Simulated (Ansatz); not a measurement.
Computed with DFT, PBEsol, plane waves (420 eV) with PAW, scalar-relativistic in Ansatz. (PAW data from PBE, frozen cores regenerated.)

An element in the fcc structure gives this curve. The cell is scaled uniformly from the relaxed one, with fractional coordinates and shape fixed. Energies are extrapolated to zero smearing, pressures are those at the given smearing. Magnetic state: spin not included.

```csv
V (Å³/atom),E − E₀ (meV/atom),P (GPa)
12.344,76.3,15.75
12.905,32.4,9.59
13.467,7.9,4.52
14.028,-0.1,0.32
14.589,5.4,-3.12
15.150,21.9,-5.89
15.711,47.1,-8.11
```

**Question.** Which element is it?
A. platinum
B. silicon
C. tungsten
D. molybdenum

**Answer.** B. Its fit is V₀ = 14.06 Å³/atom, B₀ = 94 GPa, B₀′ = 3.9.
